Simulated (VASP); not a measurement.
**CeO in VASP: the effect of Hubbard term**

Crystal: CeO.

```
Ce O
1.0
     0.00000    1.42242    7.86078
    -2.46371    0.00000    0.00000
     0.00000   -1.42242    3.93039
Ce O
2 2
Cartesian
  0.0000 0.0000 5.8956
  -1.2319 -0.7112 1.9652
  0.0000 0.0000 0.0000
  -1.2319 0.7112 3.9304
```

The cell comes from a database or a generator and needn't be the stable form of this composition.

Alike in all runs:

```yaml
Program: VASP 6.6.1
Task: single point
Functional: PBE
Potentials_or_basis: VASP PAW PBE potentials, release 64 (Ce, O)
Cutoff: 520 eV
k_mesh: 7 × 11 × 12
Occupations: fermi-dirac, width 0.05 eV
Spin: collinear spin, antiferromagnetic start
Starting_moments: "[1.0, -1.0, 0.0, 0.0] μB"
Supercell_matrix: "[1, 1, 0, -1, 1, 0, 0, 0, 1]"
Further_INCAR_settings: ALGO = Normal; EDIFF = 1e-06; NBANDS = 30
```

```csv
Hubbard term,pressure (GPa)
none,130.4
Ce f U = 2 eV,143.0
Ce f U = 3 eV,149.2
Ce f U = 4 eV,155.5
Ce f U = 5 eV,161.7
Ce f U = 6 eV,?
Ce f U = 8 eV,179.9
```

**Question.** What does the run with Hubbard term Ce f U = 6 eV give?

**Answer.** Pressure 168.0 GPa.

Worked out: A straight line through the other rows of the pressure, of slope 6.19 GPa per eV, gives 167.7 GPa, against the run's 168.0.

Caveats: the magnetic or orbital state may not be the lowest; a pressure of tens of GPa on the cell as given is suspect, and the run, the potentials or the cell itself is likely at fault.
